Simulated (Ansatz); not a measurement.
ZnS, h-MgO type (no longer in that coordination), relaxed with r2SCAN: 7 runs in the plane-wave code Ansatz, each a construction of maximally localised Wannier functions. The symmetry is P6_3/mmc (No. 194, hexagonal); a = 3.946 Å, c = 5.880 Å in the conventional setting, 19.83 Å³ an atom. Zn has 3 S at 2.28 Å; S has 3 Zn at 2.28 Å. No spin polarisation and no zero-point or thermal motion; the cell was built from a prototype and may be hypothetical.

```
Zn S
1.0
     3.94637    0.00000    0.00000
    -1.97319    3.41766    0.00000
     0.00000    0.00000    5.88005
Zn S
2 2
Direct
  0.33333 0.66667 0.25000
  0.66667 0.33333 0.75000
  0.66667 0.33333 0.25000
  0.33333 0.66667 0.75000
```

Windows count from the top of the filled bands; a dash means that no such window was set (without an outer window there is no disentanglement). Rows marked drawn have settings drawn at random (some not listed).

```
functional  SCF mesh  trial orbitals  functions   mesh  window (eV)  frozen (eV)  settings  Ω total (Å²)  Ω invariant (Å²)  largest spread (Å²)  least projectability  interpolation miss of the model's filled bands (eV, to the nearest computed level)
       PBE     6×6×4        S s, S p          8  6×6×4            –            –    chosen         18.45             17.19                 2.35                  0.59                                                                               0.048
       PBE     6×6×4        S s, S p          8  6×6×2            –            –    chosen         17.65             16.37                 2.26                  0.59                                                                               0.173
       PBE     6×6×4             S p          6  6×6×4            –            –    chosen         18.11             17.59                 3.21                  0.58                                                                               0.048
       PBE     6×6×4       Zn d, S p         16  6×6×4            –            –    chosen         16.27             15.68                 2.10                  0.80                                                                               0.047
       PBE     6×6×4            Zn d         10  6×6×4            –            –    chosen         10.08              9.72                 1.26                  0.64                                                                               0.019
    r2SCAN     6×6×4        S s, S p          8  6×6×4            –            –    chosen         17.90             16.65                 2.28                  0.61                                                                               0.038
       PBE     6×6×4       Zn d, S p         16  7×7×7            –            –     drawn         16.61             16.05                 2.16                  0.80                                                                               0.026
```

For S s, S p with PBE the spread goes 17.65 Å² (6×6×2), 18.45 Å² (6×6×4): finite differences on a coarse mesh understate it.
